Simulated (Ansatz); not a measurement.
The system is SnO2.

```
Sn O
1.0
     5.17526    0.00000    0.00000
     0.00000    5.17526    0.00000
     0.00000    0.00000    5.17526
Sn O
4 8
Direct
  0.00000 0.00000 0.00000
  0.50000 0.00000 0.50000
  0.50000 0.50000 0.00000
  0.00000 0.50000 0.50000
  0.66110 0.83890 0.16110
  0.83890 0.16110 0.66110
  0.16110 0.66110 0.83890
  0.33890 0.33890 0.33890
  0.66110 0.66110 0.66110
  0.83890 0.33890 0.16110
  0.16110 0.83890 0.33890
  0.33890 0.16110 0.83890
```

Measurements of this composition are mostly on another form, of space group No. 136.

```yaml
Program: Ansatz 0.2.0
Task: relaxation of cell and atoms
Functional: PBEsol
Potentials_or_basis: Ansatz PAW
Cutoff: "420 eV (not typed: the program's choice for these potentials)"
k_mesh: 5 × 5 × 5
Occupations: fermi-dirac, width 0.05 eV
Spin: no spin polarisation
```

At the start: volume 11.55 Å³/atom.

Q: Where does the relaxation end?

A: It ends after 6 steps and the volume is 11.14 Å³/atom (-3.6 %); space group Pa-3 (No. 205, to 0.05 Å).

The path:
```tsv
step	energy change (eV)	largest force (eV/Å)	volume (Å³)
1	0.0000	0.0221	138.61
2	-0.1411	0.0038	133.52
3	-0.1397	0.0003	133.81
4	-0.1155	0.0004	133.81
5	-0.1167	0.0004	133.63
6	-0.1141	0.0006	133.63
```

Final structure:
```
Sn O
1.0
     5.11253    0.00000    0.00000
     0.00000    5.11253    0.00000
     0.00000    0.00000    5.11253
Sn O
4 8
Direct
  0.00000 0.00000 0.00000
  0.50000 0.00000 0.50000
  0.50000 0.50000 0.00000
  0.00000 0.50000 0.50000
  0.66066 0.83934 0.16066
  0.83934 0.16066 0.66066
  0.16066 0.66066 0.83934
  0.33934 0.33934 0.33934
  0.66066 0.66066 0.66066
  0.83934 0.33934 0.16066
  0.16066 0.83934 0.33934
  0.33934 0.16066 0.83934
```

Caveat: the plane-wave basis is chosen anew once the cell has moved, so the energies of steps on either side of that aren't comparable; the pressure holds a Pulay correction of +1.0 GPa for the finite cutoff; the PAW data sets come from PBE, with cores solved anew for the run's functional, which leaves a small shift of forces and pressure.
